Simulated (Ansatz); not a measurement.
La in Ansatz: the effect of functional

La:

```
CELL_PARAMETERS angstrom
3.77000 0.00000 0.00000
-1.88500 3.26492 0.00000
0.00000 0.00000 12.15900
ATOMIC_POSITIONS crystal
La 0.66667 0.33333 0.25000
La 0.33333 0.66667 0.75000
La 0.00000 0.00000 0.50000
La 0.00000 0.00000 0.00000
```

Alike in all runs:

| Quantity | Value |
| --- | --- |
| Program | Ansatz 0.2.0 |
| Task | projected density of states |
| Potentials or basis | Ansatz PAW |
| k mesh | 5 × 5 × 2 |
| Occupations | fermi-dirac, width 0.05 eV |
| Spin | no spin polarisation |

Task: One run gave: pressure -2.0 GPa. Which functional did it use?
A. HSE06
B. RPBE
C. PBEsol
D. BLYP
E. PBE0

Result: C.

```csv
functional,cutoff,pressure (GPa)
LDA,420 eV (not typed: the program's choice for these potentials),-3.3
PBEsol,420 eV (not typed: the program's choice for these potentials),-2.0
RPBE,420 eV (not typed: the program's choice for these potentials),1.4
revPBE,420 eV (not typed: the program's choice for these potentials),1.0
BLYP,420 eV (not typed: the program's choice for these potentials),2.0
r2SCAN,500 eV (not typed: the program's choice for these potentials),0.2
HSE06,420 eV (not typed: the program's choice for these potentials),1.3
PBE0,420 eV (not typed: the program's choice for these potentials),1.4
r2SCAN0,500 eV (not typed: the program's choice for these potentials),1.7
```

Caveats: all runs use coarse meshes; the PAW data sets come from PBE, with cores solved anew for the run's functional, which leaves a small shift of forces and pressure; the density of states is complete only up to the lowest level of the last band computed; the magnetic or orbital state may not be the lowest (some runs); the thresholds are loose for stress (some runs).

Runs at the PBE level aren't shown here.
